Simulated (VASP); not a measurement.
From VASP inputs to Ansatz: BaS (strained NiAs)

INCAR

```
LCHARG = .FALSE.
LASPH = .TRUE.
ALGO = Normal
SIGMA = 0.01
IBRION = -1
LREAL = .FALSE.
EDIFF = 1E-7
ISMEAR = 0
ISIF = 2
NSW = 0
LWAVE = .FALSE.
ENCUT = 520
NBANDS = 24
PREC = Accurate
NELM = 120
METAGGA = R2SCAN
```

KPOINTS

```
KPOINTS created by Atomic Simulation Environment
0
Gamma
6 6 4
0 0 0
```

KPOINTS_OPT

```
special points
6
Reciprocal
0.0000000000 0.0000000000 0.0000000000 1
0.5000000000 0.0000000000 0.0000000000 1
0.3333333333 0.3333333333 0.0000000000 1
0.0000000000 0.0000000000 0.5000000000 1
0.5000000000 0.0000000000 0.5000000000 1
0.3333333333 0.3333333333 0.5000000000 1
```

POSCAR

```
Ba S
 1.0000000000000000
     4.4421900018022855    0.0000000000000000    0.0000000000000000
    -2.2210950009011428    3.8470493899980207    0.0000000000000000
     0.0000000000000000    0.0000000000000000    7.8128292682999998
 Ba  S
   2   2
Cartesian
  0.0000000000000000  0.0000000000000000  0.0000000000000000
  0.0000000000000000  0.0000000000000000  3.9064146341500008
 -0.0000000000000000  2.5646995933320142  1.9532073170750004
  2.2210950009011428  1.2823497966660071  5.8596219512250007
```

VASP ran with the recommended PBE PAW datasets (32 valence electrons in the cell).

Task: Translate these files to an Ansatz input.

Result: 

```yaml
crystal:
  lattice:
    - [4.4421900018, 0.0, 0.0]
    - [-2.2210950009, 3.84704939, 0.0]
    - [0.0, 0.0, 7.8128292683]
  atoms:
    - { symbol: Ba, position: [0.0, 0.0, 0.0] }
    - { symbol: Ba, position: [0.0, 0.0, 0.5] }
    - { symbol: S, position: [0.3333333333, 0.6666666667, 0.25] }
    - { symbol: S, position: [0.6666666667, 0.3333333333, 0.75] }
kpoints:
  mp_grid: { grid: [6, 6, 4] }
  band_path:
    path:
      - [0.0, 0.0, 0.0]
      - [0.5, 0.0, 0.0]
      - [0.3333333333, 0.3333333333, 0.0]
      - [0.0, 0.0, 0.5]
      - [0.5, 0.0, 0.5]
      - [0.3333333333, 0.3333333333, 0.5]
    npoints: 1
hamiltonian:
  xc: r2scan
scf:
  occupations: { method: fixed }
  n_extra_bands: 5
output:
  forces: true
  stress: true
  eigenvalues: true
  write_density: true
  write_potential: true
  elf: true
  volumetric_format: npy
```

Other inputs would serve too.

```
                              VASP    Ansatz
gap between bands v and c  2.71 eV   2.80 eV
         least direct gap  2.71 eV   2.80 eV
                 pressure  0.5 GPa  -0.1 GPa
```

The two codes use different PAW datasets and cutoffs. VASP's cell holds 32 valence electrons and Ansatz's 32. Ansatz's stress includes a Pulay correction; VASP's doesn't.
